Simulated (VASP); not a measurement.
# N (P4_2/mnm) in VASP: further runs

Runs on N. Level: PBEsol. Tasks: single point.

Everything below comes from runs of VASP 6.6.1. Logs are shortened: lines on timing, memory, paths and dates and some standing lists are left out, and cuts for length are marked.

## 1. Starting point

The structure is tetragonal, space group P4_2/mnm (No. 136). Conventional cell: a = 4.084 Å, b = 4.084 Å, c = 5.346 Å, α = 90.00°, β = 90.00°, γ = 90.00°. N (site symmetry m2m) is surrounded by 1 N at 1.11 Å.

## 2. Single point, PBEsol

Contents of INCAR:

```
PREC = Accurate
ENCUT = 460
EDIFF = 1E-4
ISMEAR = 0
SIGMA = 0.05
LREAL = F
LASPH = T
NELM = 100
ALGO = Normal
ISIF = 2
LWAVE = F
LCHARG = F
GGA = PS
ADDGRID = F
```

Contents of KPOINTS:

```
regular mesh
0
Gamma
  3 3 2
```

Contents of POSCAR:

```
N
1.0
    4.0840619700      0.0000000000      0.0000000000
    0.0000000000      4.0840619700      0.0000000000
    0.0000000000      0.0000000000      5.3459132500
N
4
Direct
    0.4042752000      0.5957248000      0.5000000000
    0.0957248000      0.0957248000      0.0000000000
    0.5957248000      0.4042752000      0.5000000000
    0.9042752000      0.9042752000      0.0000000000
```

Potentials or basis: VASP PAW PBE potentials, release 64 (N).

Started as:

```sh
> cat potpaw_PBE.64/N/POTCAR > POTCAR
> mpirun -np 1 vasp_std > vasp.out
```

OUTCAR:

```text
PREC = Accurate
   ENCUT = 460
   EDIFF = 1E-4
   ISMEAR = 0
   LREAL = F
   LASPH = T
   NELM = 100
   ISIF = 2
   GGA = PS

 Found      6 irreducible k-points:

 Following reciprocal coordinates:
            Coordinates               Weight
  0.000000  0.000000  0.000000      1.000000
  0.333333  0.000000  0.000000      4.000000
  0.333333  0.333333  0.000000      4.000000
  0.000000  0.000000  0.500000      1.000000
  0.333333  0.000000  0.500000      4.000000
  0.333333  0.333333  0.500000      4.000000
   k-points           NKPTS =      6   k-points in BZ     NKDIM =      6   number of bands    NBANDS=     14
   number of dos      NEDOS =    301   number of ions     NIONS =      4
   total plane-waves  NPLWV =  36000
   dimension x,y,z NGX =    30 NGY =   30 NGZ =   40
   dimension x,y,z NGXF=    60 NGYF=   60 NGZF=   80
   ions per type =               4
   NGX,Y,Z   is equivalent  to a cutoff of  12.21, 12.21, 12.44 a.u.
   NGXF,Y,Z  is equivalent  to a cutoff of  24.42, 24.42, 24.88 a.u.
 SYSTEM =  unknown system
   PREC   = accura    normal or accurate (medium, high low for compatibility)
   ISTART =      0    job   : 0-new  1-cont  2-samecut
   ICHARG =      2    charge: 1-file 2-atom 10-const
   ISPIN  =      1    spin polarized calculation?
   LNONCOLLINEAR =      F non collinear calculations
   LSORBIT =      F    spin-orbit coupling
   LASPH  =      T    aspherical Exc in radial PAW
   ENCUT  =  460.0 eV  33.81 Ry    5.81 a.u.   7.14  7.14  9.35*2*pi/ulx,y,z
   NELM   =    100;   NELMIN=  2; NELMDL= -5     # of ELM steps
   EDIFF  = 0.1E-03   stopping-criterion for ELM
   LREAL  =      F    real-space projection
   EDIFFG = 0.1E-02   stopping-criterion for IOM
   NSW    =      0    number of steps for IOM
   IBRION =     -1    ionic relax: 0-MD 1-quasi-New 2-CG
   NFREE  =      0    steps in history (QN), initial steepest desc. (CG)
   ISIF   =      2    stress and relaxation
   ISYM   =      2    0-nonsym 1-usesym 2-fastsym
   POTIM  = 0.5000    time-step for ionic-motion
   TEBEG  =    0.0;   TEEND  =   0.0 temperature during run
   PSTRESS=    0.0 pullay stress
   NELECT =      20.0000    total number of electrons
   NUPDOWN=      -1.0000    fix difference up-down
   EMIN   =  10.00;   EMAX   =-10.00  energy-range for DOS
   EFERMI =   0.00;   METHOD = LEGACY
   ISMEAR =     0;   SIGMA  =   0.05  broadening in eV -4-tet -1-fermi 0-gaus
   EFERMI_NEDOS =   21; number of points for ismear=-14 and -15
   IALGO  =     38    algorithm
   IMIX   =      4    mixing-type and parameters
     AMIX     =   0.40;   BMIX     =  1.00
     AMIX_MAG =   1.60;   BMIX_MAG =  1.00
  volume/ion in A,a.u.               =      22.29       150.43
  Fermi-wavevector in a.u.,A,eV,Ry     =   0.994678  1.879669 13.461399  0.989385
  Thomas-Fermi vector in A             =   2.126646
   LORBIT       =      0    0 simple, 1 ext, 2 COOP (PROOUT), +10 PAW based schemes
   GGA     = PS    functional components
   LHFCALC =     F    Hartree Fock is set to
   AEXX    =    0.0000 exact exchange contribution
   IVDW    =     0    specifies the selected vdW correction
   LEPSILON=     F    determine dielectric tensor
   LRPA    =     F    only Hartree local field effects (RPA)
 non-spin polarized calculation
 Gauss-broadening in eV      SIGMA  =   0.05
  energy-cutoff  :      460.00
  volume of cell :       89.17
 maximum number of plane-waves:      2012
 NGX is ok and might be reduce to    30
   NGX = 15   NGY = 15   NGZ = 19

 number of electron      20.0000000 magnetization

 Free energy of the ion-electron system (eV)
  ---------------------------------------------------
  ext. energy  EPLUGINS =         0.00000000
  ---------------------------------------------------
  free energy    TOTEN  =       -34.12395531 eV

  energy without entropy =      -34.12395531  energy(sigma->0) =      -34.12395531

 E-fermi :  -6.1692     XC(G=0):  -6.4916

 val. band max:       -6.4208819049   @ k =   0.3333   0.3333   0.0000
 cond. band min:       0.4597129688   @ k =   0.0000   0.0000   0.0000
 fundamental gap:      6.8805948738
 Fermi energy:        -6.1691678104

 k-point     1 :       0.0000    0.0000    0.0000
  band No.  band energies     occupation
      1     -24.7714      2.00000
      2     -24.7075      2.00000
      3      -9.7147      2.00000
      4      -9.7147      2.00000
      5      -8.4597      2.00000
      6      -7.8884      2.00000
      7      -7.8884      2.00000
      8      -7.7955      2.00000
      9      -7.3827      2.00000
     10      -6.5706      2.00000
     11       0.4597      0.00000
     12       1.3370      0.00000
     13       1.7060      0.00000
     14       1.7060      0.00000

 k-point     2 :       0.3333    0.0000    0.0000
  band No.  band energies     occupation
      1     -24.7462      2.00000
      2     -24.7143      2.00000
      3      -9.9034      2.00000
      4      -9.8981      2.00000
      5      -8.2702      2.00000
      6      -8.1130      2.00000
      7      -8.0179      2.00000
      8      -7.9345      2.00000
      9      -6.8294      2.00000
     10      -6.5196      2.00000
     11       1.1051      0.00000
     12       1.5474      0.00000
     13       1.5602      0.00000
     14       1.5836      0.00000

 k-point     3 :       0.3333    0.3333    0.0000
  band No.  band energies     occupation
      1     -24.7296      2.00000
      2     -24.7136      2.00000
      3     -10.0443      2.00000
      4     -10.0267      2.00000
      5      -8.2249      2.00000
      6      -8.1584      2.00000
      7      -8.1533      2.00000
      8      -7.9833      2.00000
      9      -6.5572      2.00000
     10      -6.4209      2.00000
     11       1.3726      0.00000
     12       1.3882      0.00000
     13       1.7241      0.00000
     14       2.0024      0.00000

 k-point     4 :       0.0000    0.0000    0.5000
  band No.  band energies     occupation
      1     -24.7390      2.00000
      2     -24.7390      2.00000
      3      -9.7043      2.00000
      4      -9.7043      2.00000
      5      -8.2843      2.00000
      6      -8.2843      2.00000
      7      -7.9028      2.00000
      8      -7.9028      2.00000
      9      -6.8153      2.00000
     10      -6.8153      2.00000
     11       0.8746      0.00000
     12       0.8746      0.00000
     13       1.6964      0.00000
     14       1.6964      0.00000

 k-point     5 :       0.3333    0.0000    0.5000
  band No.  band energies     occupation
      1     -24.7301      2.00000
      2     -24.7301      2.00000
      3      -9.9182      2.00000
      4      -9.9182      2.00000
      5      -8.2386      2.00000
      6      -8.2386      2.00000
      7      -7.9010      2.00000
      8      -7.9010      2.00000
      9      -6.6908      2.00000
     10      -6.6908      2.00000
     11       1.1307      0.00000
     12       1.1307      0.00000
     13       1.6993      0.00000
     14       1.6993      0.00000

 k-point     6 :       0.3333    0.3333    0.5000
  band No.  band energies     occupation
      1     -24.7211      2.00000
      2     -24.7209      2.00000
      3     -10.0447      2.00000
      4     -10.0020      2.00000
      5      -8.3794      2.00000
      6      -8.1970      2.00000
      7      -8.0571      2.00000
      8      -7.9513      2.00000
      9      -6.4940      2.00000
     10      -6.4698      2.00000
     11       1.2736      0.00000
     12       1.3266      0.00000
     13       1.8725      0.00000
     14       1.9944      0.00000

------------------------ aborting loop because EDIFF is reached ----------------------------------------

  FORCE on cell =-STRESS in cart. coord.  units (eV):
  Direction    XX          YY          ZZ          XY          YZ          ZX
  --------------------------------------------------------------------------------------
  -------------------------------------------------------------------------------------
  Total        0.8218662      0.8218662     -0.2957313      0.0000000      0.0000000      0.0000000
  in kB       14.7674372     14.7674372     -5.3137520      0.0000000      0.0000000      0.0000000
  external PRESSURE =       8.0737074 kB  Pullay stress =       0.0000000 kB

 VOLUME and BASIS-vectors are now :
 -----------------------------------------------------------------------------
  energy-cutoff  :      460.00
  volume of cell :       89.17
      direct lattice vectors                 reciprocal lattice vectors
     4.084061970  0.000000000  0.000000000     0.244854267  0.000000000  0.000000000
     0.000000000  4.084061970  0.000000000     0.000000000  0.244854267  0.000000000
     0.000000000  0.000000000  5.345913250     0.000000000  0.000000000  0.187058778

 POSITION                                       TOTAL-FORCE (eV/Angst)
 -----------------------------------------------------------------------------------
      1.65108      2.43298      2.67296        -0.734656      0.734656     -0.000000
      0.39095      0.39095      0.00000         0.734656      0.734656     -0.000000
      2.43298      1.65108      2.67296         0.734656     -0.734656     -0.000000
      3.69312      3.69312      0.00000        -0.734656     -0.734656      0.000000
 -----------------------------------------------------------------------------------
    total drift:                               -0.000000     -0.000000      0.000000

  FREE ENERGIE OF THE ION-ELECTRON SYSTEM (eV)
  ---------------------------------------------------
  free  energy   TOTEN  =       -34.1239553054 eV

  energy  without entropy=      -34.1239553054  energy(sigma->0) =      -34.12395531
```

Wall time 5.8 s (1 thread of Intel Xeon Platinum 8259CL at 2.50GHz (Skylake/Cascade Lake), shared host); peak memory 0.16 GiB.

The run converged, but some of its settings lie outside the range that counts as converged, so its numbers aren't taken as properties of the crystal.

What came out:

```
Free energy            : -34.1240 eV
Pressure               : 0.8 GPa
Largest force          : 1.039 eV/Å
Band gap on the k mesh : 6.88 eV, indirect (least direct gap 7.03 eV)
```

Caveat: the k mesh is coarse (spacing up to 0.59 Å⁻¹), so the values aren't converged; the cutoff is under 1.25 times the usual one of these potentials, so pressure, stress and relaxed cells hold a basis-set (Pulay) error; the standard files for N, O and F lose accuracy on very short bonds; the PAW data sets were made with another functional, which shifts forces and pressure a little; an odd mesh through Γ misses points on the zone boundary, where band edges often lie.

## 3. Single point, PBEsol

INCAR: that of step 2 with these lines changed.

```diff
@@ -2,3 +2,3 @@
 ENCUT = 460
-EDIFF = 1E-4
+EDIFF = 1E-5
 ISMEAR = 0
```

KPOINTS is that of step 2.

POSCAR is that of step 2.

Potentials or basis: VASP PAW PBE potentials, release 64 (N).

Started as:

```sh
> cat potpaw_PBE.64/N/POTCAR > POTCAR
> mpirun -np 1 vasp_std > vasp.out
```

OUTCAR:

```text
PREC = Accurate
   ENCUT = 460
   EDIFF = 1E-5
   ISMEAR = 0
   LREAL = F
   LASPH = T
   NELM = 100
   ISIF = 2
   GGA = PS

 Found      6 irreducible k-points:

 Following reciprocal coordinates:
            Coordinates               Weight
  0.000000  0.000000  0.000000      1.000000
  0.333333  0.000000  0.000000      4.000000
  0.333333  0.333333  0.000000      4.000000
  0.000000  0.000000  0.500000      1.000000
  0.333333  0.000000  0.500000      4.000000
  0.333333  0.333333  0.500000      4.000000
   k-points           NKPTS =      6   k-points in BZ     NKDIM =      6   number of bands    NBANDS=     14
   number of dos      NEDOS =    301   number of ions     NIONS =      4
   total plane-waves  NPLWV =  36000
   dimension x,y,z NGX =    30 NGY =   30 NGZ =   40
   dimension x,y,z NGXF=    60 NGYF=   60 NGZF=   80
   ions per type =               4
   NGX,Y,Z   is equivalent  to a cutoff of  12.21, 12.21, 12.44 a.u.
   NGXF,Y,Z  is equivalent  to a cutoff of  24.42, 24.42, 24.88 a.u.
 SYSTEM =  unknown system
   PREC   = accura    normal or accurate (medium, high low for compatibility)
   ISTART =      0    job   : 0-new  1-cont  2-samecut
   ICHARG =      2    charge: 1-file 2-atom 10-const
   ISPIN  =      1    spin polarized calculation?
[... 75 lines left out ...]
     12       1.3374      0.00000
     13       1.7065      0.00000
     14       1.7065      0.00000
[... 71 lines left out ...]
      1     -24.7191      2.00000
      2     -24.7188      2.00000
      3     -10.0445      2.00000
      4     -10.0018      2.00000
      5      -8.3786      2.00000
      6      -8.1961      2.00000
      7      -8.0562      2.00000
      8      -7.9505      2.00000
      9      -6.4935      2.00000
     10      -6.4692      2.00000
     11       1.2742      0.00000
     12       1.3272      0.00000
     13       1.8731      0.00000
     14       1.9949      0.00000

------------------------ aborting loop because EDIFF is reached ----------------------------------------

  FORCE on cell =-STRESS in cart. coord.  units (eV):
  Direction    XX          YY          ZZ          XY          YZ          ZX
  --------------------------------------------------------------------------------------
  -------------------------------------------------------------------------------------
  Total        0.8083584      0.8083584     -0.3249175      0.0000000      0.0000000      0.0000000
  in kB       14.5247277     14.5247277     -5.8381762      0.0000000      0.0000000      0.0000000
  external PRESSURE =       7.7370931 kB  Pullay stress =       0.0000000 kB

 VOLUME and BASIS-vectors are now :
 -----------------------------------------------------------------------------
  energy-cutoff  :      460.00
  volume of cell :       89.17
      direct lattice vectors                 reciprocal lattice vectors
     4.084061970  0.000000000  0.000000000     0.244854267  0.000000000  0.000000000
     0.000000000  4.084061970  0.000000000     0.000000000  0.244854267  0.000000000
     0.000000000  0.000000000  5.345913250     0.000000000  0.000000000  0.187058778

 POSITION                                       TOTAL-FORCE (eV/Angst)
 -----------------------------------------------------------------------------------
      1.65108      2.43298      2.67296        -0.739240      0.739240     -0.000000
      0.39095      0.39095      0.00000         0.739240      0.739240     -0.000000
      2.43298      1.65108      2.67296         0.739240     -0.739240      0.000000
      3.69312      3.69312      0.00000        -0.739240     -0.739240      0.000000
 -----------------------------------------------------------------------------------
    total drift:                                0.000000     -0.000000      0.000000

  FREE ENERGIE OF THE ION-ELECTRON SYSTEM (eV)
  ---------------------------------------------------
  free  energy   TOTEN  =       -34.1239570024 eV

  energy  without entropy=      -34.1239570024  energy(sigma->0) =      -34.12395700
```

OSZICAR:

```text
N       E                     dE             d eps       ncg     rms          rms(c)
DAV:   1     0.107995071014E+03    0.10800E+03   -0.83680E+03   168   0.108E+03
DAV:   2    -0.256186871472E+02   -0.13361E+03   -0.13056E+03   222   0.250E+02
DAV:   3    -0.355978178562E+02   -0.99791E+01   -0.99274E+01   204   0.789E+01
DAV:   4    -0.356892197852E+02   -0.91402E-01   -0.91372E-01   198   0.912E+00
DAV:   5    -0.356902918942E+02   -0.10721E-02   -0.10721E-02   204   0.893E-01    0.112E+01
DAV:   6    -0.344277303172E+02    0.12626E+01   -0.18021E+00   168   0.101E+01    0.648E+00
DAV:   7    -0.341293390134E+02    0.29839E+00   -0.11945E+00   192   0.848E+00    0.174E+00
DAV:   8    -0.341241270040E+02    0.52120E-02   -0.10225E-01   168   0.251E+00    0.283E-01
DAV:   9    -0.341237755427E+02    0.35146E-03   -0.48045E-03   174   0.549E-01    0.125E-01
DAV:  10    -0.341239751663E+02   -0.19962E-03   -0.65425E-04   204   0.223E-01    0.508E-02
DAV:  11    -0.341239557157E+02    0.19451E-04   -0.51581E-05   174   0.681E-02    0.561E-03
DAV:  12    -0.341239570024E+02   -0.12867E-05   -0.65053E-06    84   0.235E-02
   1 F= -.34123957E+02 E0= -.34123957E+02  d E =-.560158E-13
```

stdout:

```text
POSCAR found type information on POSCAR N
 POSCAR found :  1 types and       4 ions
 scaLAPACK will be used
 -----------------------------------------------------------------------------
|                                                                             |
|                                                                             |
|     You enforced a specific xc type in the INCAR file but a different       |
|     I HOPE YOU KNOW WHAT YOU ARE DOING!                                     |
|                                                                             |
 -----------------------------------------------------------------------------

 LDA part: xc-table for (Slater+PW92), standard interpolation
 POSCAR, INCAR and KPOINTS ok, starting setup
 FFT: planning ... GRIDC
 FFT: planning ... GRID_SOFT
 FFT: planning ... GRID
 WAVECAR not read
 entering main loop
```

It took 6.3 s on 1 thread of Intel Xeon Platinum 8259CL at 2.50GHz (Skylake/Cascade Lake), shared host; peak memory 0.16 GiB.

These settings aren't checked as converged: the numbers below hold their error.

What came out:

| Item | Value |
| --- | --- |
| Free energy | -34.1240 eV |
| Pressure | 0.8 GPa |
| Largest force | 1.045 eV/Å |
| Band gap on the k mesh | 6.88 eV, indirect (least direct gap 7.03 eV) |

Caveat: the k mesh is coarse (spacing up to 0.59 Å⁻¹), so the values aren't converged; the cutoff is under 1.25 times the usual one of these potentials, so pressure, stress and relaxed cells hold a basis-set (Pulay) error; the standard files for N, O and F lose accuracy on very short bonds; the PAW data sets were made with another functional, which shifts forces and pressure a little; an odd mesh through Γ misses points on the zone boundary, where band edges often lie.

## 4. Single point, PBEsol

INCAR: that of step 3 with these lines changed.

```diff
@@ -2,3 +2,3 @@
 ENCUT = 460
-EDIFF = 1E-5
+EDIFF = 1E-6
 ISMEAR = 0
@@ -13,2 +13,2 @@
 GGA = PS
-ADDGRID = F
+ADDGRID = T
```

KPOINTS is that of step 3.

POSCAR is that of step 3.

Started as:

```sh
> cat potpaw_PBE.64/N/POTCAR > POTCAR
> mpirun -np 1 vasp_std > vasp.out
```

Run time: 9.6 s. Hardware: 1 thread of Intel Xeon Platinum 8259CL at 2.50GHz (Skylake/Cascade Lake), shared host; peak memory 0.22 GiB.

These settings aren't checked as converged: the numbers below hold their error.

What came out:

```
Free energy            : -34.1240 eV
Pressure               : 0.8 GPa
Largest force          : 1.048 eV/Å
Band gap on the k mesh : 6.88 eV, indirect (least direct gap 7.03 eV)
```

Caveat: the k mesh is coarse (spacing up to 0.59 Å⁻¹), so the values aren't converged; the cutoff is under 1.25 times the usual one of these potentials, so pressure, stress and relaxed cells hold a basis-set (Pulay) error; the standard files for N, O and F lose accuracy on very short bonds; the PAW data sets were made with another functional, which shifts forces and pressure a little; an odd mesh through Γ misses points on the zone boundary, where band edges often lie.

(Part 1 of 2 ends here.)
